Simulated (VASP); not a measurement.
# TiO2 (I4_1/amd) in VASP: a series of runs

The runs below take TiO2 through relaxation of cell and atoms, with PBE.

Program: VASP 6.6.1. These are calculated values, not measurements. Logs are shortened: lines on timing, memory, paths and dates and some standing lists are left out, and cuts for length are marked.

## (1) The crystal as given

It takes space group I4_1/amd (No. 141, tetragonal). The conventional cell has a = 3.784 Å, b = 3.784 Å, c = 9.515 Å, α = 90.00°, β = 90.00°, γ = 90.00°. Ti (site symmetry -4m2) is surrounded by 6 O at 1.93 to 1.98 Å. O (site symmetry 2mm) is surrounded by 3 Ti at 1.93 to 1.98 Å.

## (2) Relaxation of cell and atoms, PBE

The input, INCAR:

```
SYSTEM = TiO2
ALGO = Normal ; EDIFF = 1E-6
EDIFFG = -0.01 ; ENCUT = 520
GGA = PE ; IBRION = 2
ISIF = 3 ; ISMEAR = 0
KPAR = 2 ; LASPH = .True.
LCHARG = .False. ; LREAL = .False.
LWAVE = .False. ; NELM = 120
NSW = 90 ; PREC = Accurate
SIGMA = 0.1
```

The input, KPOINTS:

```
k-points
0
Gamma
  10 10 10
  0 0 0
```

The input, POSCAR:

```
TiO2
1.0
   -1.8921000000      1.8921000000      4.7573000000
    1.8921000000     -1.8921000000      4.7573000000
    1.8921000000      1.8921000000     -4.7573000000
Ti O
2 4
Direct
    0.0000000000      0.0000000000      0.0000000000
    0.7500000000      0.2500000000      0.5000000000
    0.2081000000      0.2081000000      0.0000000000
    0.9581000000      0.4581000000      0.5000000000
    0.5419000000      0.0419000000      0.5000000000
    0.7919000000      0.7919000000      0.0000000000
```

Potentials or basis: VASP PAW PBE potentials, release 64 (Ti_sv, O).

Launch:

```bash
cat potpaw_PBE.64/Ti_sv/POTCAR potpaw_PBE.64/O/POTCAR > POTCAR
mpirun -np 2 vasp_std > vasp.out
```

OUTCAR:

```text
SYSTEM = TiO2
   EDIFF = 1E-6
   EDIFFG = -0.01
   ENCUT = 520
   GGA = PE
   IBRION = 2
   ISIF = 3
   ISMEAR = 0
   LASPH = .True.
   LREAL = .False.
   NELM = 120
   NSW = 90
   PREC = Accurate

 ion  position               nearest neighbor table
   1  0.000  0.000  0.000-   5 1.93   4 1.93   5 1.93   4 1.93   3 1.98   6 1.98
   2  0.750  0.250  0.500-   6 1.93   3 1.93   6 1.93   3 1.93   4 1.98   5 1.98
   3  0.208  0.208  0.000-   2 1.93   2 1.93   1 1.98
   4  0.958  0.458  0.500-   1 1.93   1 1.93   2 1.98
   5  0.542  0.042  0.500-   1 1.93   1 1.93   2 1.98
   6  0.792  0.792  0.000-   2 1.93   2 1.93   1 1.98

  LATTYP: Found a body centered tetragonal cell.
 ALAT       =     3.7842000000
 C/A-ratio  =     2.5142962846

  Lattice vectors:

 A1 = (  -1.8921000000,   1.8921000000,   4.7573000000)
 A2 = (   1.8921000000,  -1.8921000000,   4.7573000000)
 A3 = (   1.8921000000,   1.8921000000,  -4.7573000000)

Analysis of symmetry for initial positions (statically):
=====================================================================
 Subroutine PRICEL returns:
 Original cell was already a primitive cell.

 Routine SETGRP: Setting up the symmetry group for a
 body centered tetragonal supercell.

 Subroutine GETGRP returns: Found 16 space group operations
 (whereof  8 operations were pure point group operations)
 out of a pool of 16 trial point group operations.

The static configuration has the point symmetry D_2d.
 The point group associated with its full space group is D_4h.

Analysis of symmetry for dynamics (positions and initial velocities):
=====================================================================
 Subroutine PRICEL returns:
 Original cell was already a primitive cell.

 Routine SETGRP: Setting up the symmetry group for a
 body centered tetragonal supercell.

 Subroutine GETGRP returns: Found 16 space group operations
 (whereof  8 operations were pure point group operations)
 out of a pool of 16 trial point group operations.

The dynamic configuration has the point symmetry D_2d.
 The point group associated with its full space group is D_4h.

 Subroutine INISYM returns: Found 16 space group operations
 (whereof  8 operations are pure point group operations),
 and found     1 'primitive' translations

----------------------------------------------------------------------------------------

                                     Primitive cell

  volume of cell :      68.1253

  direct lattice vectors                    reciprocal lattice vectors
    -1.892100000  1.892100000  4.757300000     0.000000000  0.264256646  0.105101633
     1.892100000 -1.892100000  4.757300000     0.264256646  0.000000000  0.105101633
     1.892100000  1.892100000 -4.757300000     0.264256646  0.264256646  0.000000000

  length of vectors
     5.458203744  5.458203744  5.458203744     0.284390450  0.284390450  0.373715333

  position of ions in fractional coordinates (direct lattice)
     0.000000000  0.000000000  0.000000000
     0.750000000  0.250000000  0.500000000
     0.208100000  0.208100000  0.000000000
     0.958100000  0.458100000  0.500000000
     0.541900000  0.041900000  0.500000000
     0.791900000  0.791900000  0.000000000

  ion indices of the primitive-cell ions
   primitive index   ion index
                 1           1
                 2           2
                 3           3
                 4           4
                 5           5
                 6           6

----------------------------------------------------------------------------------------

 KPOINTS: k-points

Automatic generation of k-mesh.
 Grid dimensions read from file:
 generate k-points for:   10   10   10

 Generating k-lattice:

  Cartesian coordinates                     Fractional coordinates (reciprocal lattice)
     0.000000000  0.026425665  0.010510163     0.100000000  0.000000000  0.000000000
     0.026425665  0.000000000  0.010510163     0.000000000  0.100000000  0.000000000
     0.026425665  0.026425665  0.000000000     0.000000000  0.000000000  0.100000000

  Length of vectors
     0.028439045  0.028439045  0.037371533

  Shift w.r.t. Gamma in fractional coordinates (k-lattice)
     0.000000000  0.000000000  0.000000000

 Subroutine IBZKPT returns following result:
 ===========================================

 Found    102 irreducible k-points:

 Following reciprocal coordinates:
            Coordinates               Weight
  0.000000  0.000000  0.000000      1.000000
  0.100000 -0.000000  0.000000      8.000000
  0.200000 -0.000000  0.000000      8.000000
  0.300000 -0.000000  0.000000      8.000000
  0.400000  0.000000  0.000000      8.000000
  0.500000  0.000000  0.000000      4.000000
[... 16 lines left out ...]
  0.300000  0.300000  0.000000      8.000000
  0.400000  0.300000  0.000000     16.000000
 [... further k-points ...]
   k-points           NKPTS =    102   k-points in BZ     NKDIM =    102   number of bands    NBANDS=     28
   number of dos      NEDOS =    301   number of ions     NIONS =      6
   total plane-waves  NPLWV =  74088
   dimension x,y,z NGX =    42 NGY =   42 NGZ =   42
   dimension x,y,z NGXF=    84 NGYF=   84 NGZF=   84
   ions per type =               2   4
   NGX,Y,Z   is equivalent  to a cutoff of  12.79, 12.79, 12.79 a.u.
   NGXF,Y,Z  is equivalent  to a cutoff of  25.58, 25.58, 25.58 a.u.
 SYSTEM =  TiO2
   PREC   = accura    normal or accurate (medium, high low for compatibility)
   ISTART =      0    job   : 0-new  1-cont  2-samecut
   ICHARG =      2    charge: 1-file 2-atom 10-const
   ISPIN  =      1    spin polarized calculation?
   LNONCOLLINEAR =      F non collinear calculations
   LSORBIT =      F    spin-orbit coupling
   LASPH  =      T    aspherical Exc in radial PAW
   ENCUT  =  520.0 eV  38.22 Ry    6.18 a.u.  10.15 10.15 10.15*2*pi/ulx,y,z
   NELM   =    120;   NELMIN=  2; NELMDL= -5     # of ELM steps
   EDIFF  = 0.1E-05   stopping-criterion for ELM
   LREAL  =      F    real-space projection
   EDIFFG = -.1E-01   stopping-criterion for IOM
   NSW    =     90    number of steps for IOM
   IBRION =      2    ionic relax: 0-MD 1-quasi-New 2-CG
   NFREE  =      1    steps in history (QN), initial steepest desc. (CG)
   ISIF   =      3    stress and relaxation
   ISYM   =      2    0-nonsym 1-usesym 2-fastsym
   POTIM  = 0.5000    time-step for ionic-motion
   TEBEG  =    0.0;   TEEND  =   0.0 temperature during run
   PSTRESS=    0.0 pullay stress
   NELECT =      48.0000    total number of electrons
   NUPDOWN=      -1.0000    fix difference up-down
   EMIN   =  10.00;   EMAX   =-10.00  energy-range for DOS
   EFERMI =   0.00;   METHOD = LEGACY
   ISMEAR =     0;   SIGMA  =   0.10  broadening in eV -4-tet -1-fermi 0-gaus
   EFERMI_NEDOS =   21; number of points for ismear=-14 and -15
   IALGO  =     38    algorithm
   IMIX   =      4    mixing-type and parameters
     AMIX     =   0.40;   BMIX     =  1.00
     AMIX_MAG =   1.60;   BMIX_MAG =  1.00
  volume/ion in A,a.u.               =      11.35        76.62
  Fermi-wavevector in a.u.,A,eV,Ry     =   1.456752  2.752862 28.873289  2.122127
  Thomas-Fermi vector in A             =   2.573634
   LORBIT       =      0    0 simple, 1 ext, 2 COOP (PROOUT), +10 PAW based schemes
   GGA     = PE    functional components
   LHFCALC =     F    Hartree Fock is set to
   AEXX    =    0.0000 exact exchange contribution
   IVDW    =     0    specifies the selected vdW correction
   LEPSILON=     F    determine dielectric tensor
   LRPA    =     F    only Hartree local field effects (RPA)
 conjugate gradient relaxation of ions
 non-spin polarized calculation
 Gauss-broadening in eV      SIGMA  =   0.10
  energy-cutoff  :      520.00
  volume of cell :       68.13
 maximum number of plane-waves:      1850
 NGX is ok and might be reduce to    42
   NGX = 21   NGY = 21   NGZ = 21

--------------------------------------- Ionic step        1  -------------------------------------------

 number of electron      47.9999989 magnetization

 Free energy of the ion-electron system (eV)
  ---------------------------------------------------
  ext. energy  EPLUGINS =         0.00000000
  ---------------------------------------------------
  free energy    TOTEN  =       -53.82579188 eV

  energy without entropy =      -53.82579188  energy(sigma->0) =      -53.82579188

------------------------ aborting loop because EDIFF is reached ----------------------------------------

  FORCE on cell =-STRESS in cart. coord.  units (eV):
  Direction    XX          YY          ZZ          XY          YZ          ZX
  --------------------------------------------------------------------------------------
  -------------------------------------------------------------------------------------
  Total        2.3221281      2.3221281      2.9071218      0.0000000     -0.0000000      0.0000000
  in kB       54.6119961     54.6119961     68.3699256      0.0000000     -0.0000000      0.0000000
  external PRESSURE =      59.1979726 kB  Pullay stress =       0.0000000 kB
[... 101 lines left out ...]
  FREE ENERGIE OF THE ION-ELECTRON SYSTEM (eV)
  ---------------------------------------------------
  free  energy   TOTEN  =       -53.8587243095 eV

  energy  without entropy=      -53.8587243095  energy(sigma->0) =      -53.85872431

[... ionic steps 4 to 7 ...]

--------------------------------------- Ionic step        8  -------------------------------------------

 number of electron      47.9999997 magnetization

------------------------ aborting loop because EDIFF is reached ----------------------------------------

  FORCE on cell =-STRESS in cart. coord.  units (eV):
  Direction    XX          YY          ZZ          XY          YZ          ZX
  --------------------------------------------------------------------------------------
  -------------------------------------------------------------------------------------
  Total       -0.2113333     -0.2113333     -0.1767592      0.0000000     -0.0000000      0.0000000
  in kB       -4.8147332     -4.8147332     -4.0270431      0.0000000     -0.0000000      0.0000000
  external PRESSURE =      -4.5521698 kB  Pullay stress =       0.0000000 kB
[... 65 lines left out ...]
  energy  without entropy=      -53.8621149544  energy(sigma->0) =      -53.86211495

--------------------------------------- Ionic step       10  -------------------------------------------

 number of electron      47.9999996 magnetization

 Free energy of the ion-electron system (eV)
  ---------------------------------------------------
  ext. energy  EPLUGINS =         0.00000000
  ---------------------------------------------------
  free energy    TOTEN  =       -53.86224893 eV

  energy without entropy =      -53.86224893  energy(sigma->0) =      -53.86224893

 E-fermi :   3.6728     XC(G=0): -10.5783

 val. band max:        3.1178149313   @ k =  -0.4000   0.4000   0.0000
 cond. band min:       5.2208666886   @ k =   0.0000   0.0000   0.0000
 fundamental gap:      2.1030517573
 Fermi energy:         3.6727857058

 k-point     1 :       0.0000    0.0000    0.0000
  band No.  band energies     occupation
      1     -53.3522      2.00000
      2     -53.3018      2.00000
      3     -29.7768      2.00000
      4     -29.5608      2.00000
      5     -29.5608      2.00000
      6     -29.5000      2.00000
[... 733 lines left out ...]
     27       6.5315      0.00000
     28       6.6864      0.00000

 [... further k-points ...]

------------------------ aborting loop because EDIFF is reached ----------------------------------------

  FORCE on cell =-STRESS in cart. coord.  units (eV):
  Direction    XX          YY          ZZ          XY          YZ          ZX
  --------------------------------------------------------------------------------------
  -------------------------------------------------------------------------------------
  Total        0.0178610      0.0178610     -0.0055183      0.0000000      0.0000000      0.0000000
  in kB        0.4076852      0.4076852     -0.1259579      0.0000000      0.0000000      0.0000000
  external PRESSURE =       0.2298042 kB  Pullay stress =       0.0000000 kB
[... 21 lines left out ...]
  FREE ENERGIE OF THE ION-ELECTRON SYSTEM (eV)
  ---------------------------------------------------
  free  energy   TOTEN  =       -53.8622489280 eV

  energy  without entropy=      -53.8622489280  energy(sigma->0) =      -53.86224893

 reached required accuracy - stopping structural energy minimisation
```

Wall time 15 min (2 MPI ranks of Intel Xeon Platinum 8559C (Emerald Rapids), shared host); peak memory 0.35 GiB.

What came out:

* Free energy: -53.8622 eV
* Relaxed volume: 11.70 Å³/atom
* Relaxed cell: a = 5.548 Å, b = 5.548 Å, c = 5.548 Å, α = 139.92°, β = 139.92°, γ = 57.98°
* Space group after relaxing (to 0.05 Å): I4_1/amd (No. 141)
* Energy gained by relaxing: 6.1 meV/atom
* Ionic steps: 10
* Pressure after relaxing: 0.0 GPa
* Largest force after relaxing: 0.005 eV/Å
* Band gap on the k mesh: 2.10 eV, indirect (least direct gap 2.40 eV)

Forces on the atoms (eV/Å):
```
Ti   0.000  0.000  0.000
Ti   0.000  0.000  0.000
O    0.000  0.000 -0.005
O    0.000  0.000 -0.005
O    0.000  0.000  0.005
O    0.000  0.000  0.005
```

The path:
```csv
step,energy change (eV),largest force (eV/Å),pressure (GPa),volume (Å³)
1,0.0000,0.1245,5.92,68.13
2,0.0226,0.3309,-6.70,72.35
3,-0.0329,0.0891,0.04,69.92
4,-0.0329,0.0850,0.11,69.88
5,-0.0340,0.0448,0.12,69.96
6,-0.0345,0.0066,0.05,70.06
7,-0.0353,0.0001,-0.09,70.13
8,-0.0362,0.0193,-0.46,70.32
9,-0.0363,0.0047,0.33,70.10
10,-0.0365,0.0051,0.02,70.19
```

Final structure:
```
CELL_PARAMETERS angstrom
-1.90152 1.90152 4.85321
1.90152 -1.90152 4.85321
1.90152 1.90152 -4.85321
ATOMIC_POSITIONS crystal
Ti 0.00000 0.00000 0.00000
Ti 0.75000 0.25000 0.50000
O 0.20656 0.20656 0.00000
O 0.95656 0.45656 0.50000
O 0.54344 0.04344 0.50000
O 0.79344 0.79344 0.00000
```

A k mesh can miss the band edges. PBE usually gives volumes a little too large and moduli too small.

## (3) Relaxation of cell and atoms, PBE

This run uses another cell than the first one, of 11.70 Å³/atom, 1.030 times its volume.

The input, INCAR:

```
SYSTEM = TiO2
ALGO = Normal ; EDIFF = 1E-7
EDIFFG = -0.005 ; ENCUT = 520
GGA = PE ; IBRION = 2
ISIF = 3 ; ISMEAR = 0
KPAR = 2 ; LASPH = .True.
LCHARG = .False. ; LREAL = .False.
LWAVE = .False. ; NELM = 120
NSW = 60 ; POTIM = 0.3
PREC = Accurate ; SIGMA = 0.1
```

KPOINTS is that of step 2.

The input, POSCAR:

```
TiO2                                    
1.0
   -1.9015232481      1.9015232481      4.8532070042
    1.9015232481     -1.9015232481      4.8532070042
    1.9015232481      1.9015232481     -4.8532070042
  Ti              O             
     2     4
Direct
     0.0000000000000000    0.0000000000000000    0.0000000000000000
     0.7500000000000000    0.2500000000000000    0.5000000000000000
     0.2065570294583550    0.2065570294583550    0.0000000000000000
     0.9565570294583551    0.4565570294583551    0.5000000000000000
     0.5434429705416449    0.0434429705416449    0.5000000000000000
     0.7934429705416449    0.7934429705416449    0.0000000000000000
```

Potentials or basis: VASP PAW PBE potentials, release 64 (Ti_sv, O).

Launch:

```bash
cat potpaw_PBE.64/Ti_sv/POTCAR potpaw_PBE.64/O/POTCAR > POTCAR
mpirun -np 2 vasp_std > vasp.out
```

Run time: 6.8 min. Hardware: 2 MPI ranks of Intel Xeon Platinum 8559C (Emerald Rapids), shared host; peak memory 0.35 GiB.

It converged, with:

| Quantity | Value |
| --- | --- |
| Free energy | -53.8655 eV |
| Relaxed volume | 11.70 Å³/atom |
| Relaxed cell | a = 5.549 Å, b = 5.549 Å, c = 5.549 Å, α = 139.91°, β = 139.91°, γ = 57.98° |
| Space group after relaxing (to 0.05 Å) | I4_1/amd (No. 141) |
| Energy gained by relaxing | 0.0 meV/atom |
| Ionic steps | 2 |
| Pressure after relaxing | 0.0 GPa |
| Largest force after relaxing | 0.004 eV/Å |
| Band gap on the k mesh | 2.10 eV, indirect (least direct gap 2.40 eV) |

Forces in eV/Å, atoms in the order of the input:
```
Ti   0.000  0.000  0.000
Ti   0.000  0.000  0.000
O    0.000  0.000 -0.004
O    0.000  0.000 -0.004
O    0.000  0.000  0.004
O    0.000  0.000  0.004
```

Final structure:
```yaml
crystal:
  lattice:
    - [-1.90169, 1.90169, 4.85347]
    - [1.90169, -1.90169, 4.85347]
    - [1.90169, 1.90169, -4.85347]
  atoms:
    - { symbol: Ti, position: [0.00000, 0.00000, 0.00000] }
    - { symbol: Ti, position: [0.75000, 0.25000, 0.50000] }
    - { symbol: O, position: [0.20654, 0.20654, 0.00000] }
    - { symbol: O, position: [0.95654, 0.45654, 0.50000] }
    - { symbol: O, position: [0.54346, 0.04346, 0.50000] }
    - { symbol: O, position: [0.79346, 0.79346, 0.00000] }
```

Levels at points of the mesh, in eV from the valence-band top:
```
           k point  band 22  band 23  band 24  band 25  band 26  band 27
(0.00, 0.00, 0.00)    -0.78    -0.41    -0.41     2.10     2.77     3.95
(0.50, 0.00, 0.00)    -0.87    -0.85    -0.63     3.17     3.44     3.49
(0.50, 0.50, 0.00)    -1.97    -0.04    -0.04     3.20     3.20     3.67
(0.50, 0.50, 0.50)    -1.23    -0.10    -0.10     2.42     2.42     3.68
```

A k mesh can miss the band edges. Expect the measured gap to be larger: semilocal functionals such as PBE lack the derivative discontinuity.
